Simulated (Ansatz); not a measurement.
# CdF2: response to uniaxial strain along c

How does CdF2 answer uniaxial strain along c between -6 and +6 %? At each strain the lengths of a and b and the atoms relax, the angles are held, within the symmetry that is left.

Program: Ansatz 0.2.0. Level of theory: DFT PBE, scalar-relativistic, plane waves, PAW. These are calculated values, not measurements.

2 further runs of the same task are left out: 2 set aside as unsound or not needed.

**1. The system as given**

Symmetry: Fm-3m, No. 225, cubic system. Conventional cell: a = 5.481 Å, b = 5.481 Å, c = 5.481 Å, α = 90.00°, β = 90.00°, γ = 90.00°. Around Cd (site symmetry m-3m) lie 8 F at 2.37 Å. F (site symmetry -43m) is surrounded by 4 Cd at 2.37 Å.

Coordinates:

```cif
data_structure
_symmetry_space_group_name_H-M 'Fm-3m'
_symmetry_Int_Tables_number 225
_cell_length_a 5.4815
_cell_length_b 5.4815
_cell_length_c 5.4815
_cell_angle_alpha 90.000
_cell_angle_beta 90.000
_cell_angle_gamma 90.000
_cell_volume 164.70
loop_
_atom_site_label
_atom_site_type_symbol
_atom_site_symmetry_multiplicity
_atom_site_Wyckoff_symbol
_atom_site_fract_x
_atom_site_fract_y
_atom_site_fract_z
_atom_site_occupancy
Cd1 Cd 4 a 0.00000 0.00000 0.00000 1
F1 F 8 c 0.75000 0.75000 0.25000 1
```

**2. Reference cell for the strains**

The input, input.yaml:

```yaml
crystal:
  lattice:
    - [2.7407380297, 2.7407380297, 0.0]
    - [-2.7407380297, 2.7407380297, 0.0]
    - [0.0, 0.0, 5.4814760593]
  atoms:
    - { symbol: Cd, position: [0.0, 0.0, 0.0] }
    - { symbol: Cd, position: [0.5, 0.5, 0.5] }
    - { symbol: F, position: [0.0, 0.5, 0.75] }
    - { symbol: F, position: [0.5, 0.0, 0.75] }
    - { symbol: F, position: [0.5, 0.0, 0.25] }
    - { symbol: F, position: [0.0, 0.5, 0.25] }
basis:
  ecutwfc: 420
kpoints:
  mp_grid: { grid: [6, 6, 4] }
hamiltonian:
  xc: pbe
scf:
  occupations: { method: gaussian, width: 0.02 }
output:
  forces: true
  stress: true
  eigenvalues: true
```

The run is started by

```bash
ansatz run input.yaml --threads 1 --pin off --max-ram 2560MiB --backend cpu --events-out ev --progress --plain --runs-dir out
```

The session goes on with these runs: the gap over the whole zone; the cell strained by -2.0 %; seeking the band edges at -2.0 %; strain +2.0 %; the gap over the whole zone at +2.0 %; the cell strained by -4.0 %; seeking the band edges at -4.0 %; the cell strained by +4.0 %; seeking the band edges at +4.0 %; At -6.0 %; seeking the band edges at -6.0 %; At +6.0 %; the gap over the whole zone at +6.0 %.

**Question.** What will these runs give? Wanted: (1/V) d²E/dε² at zero strain, cubic fit; strain of the free axis a per applied strain; gap shift, negative and positive side.

The runs gave:

| quantity | value |
| --- | --- |
| largest energy cost | 22.1 meV/atom at -6.0 % |
| (1/V) d²E/dε² at zero strain, cubic fit | 135 GPa |
| strain of the free axis a per applied strain | -0.26 |
| gap shift, negative and positive side | -2, -33 meV per % |

In words: The curvature of the energy, 135 GPa, is Young's modulus along c, angles held. Compression by 6 % costs 22.1 meV/atom and stretching 19.4. The free axis a moves against the applied strain (factor -0.26). The gap runs from 2.82 eV at -6.0 % through 2.92 to 2.67 eV at +6.0 %.
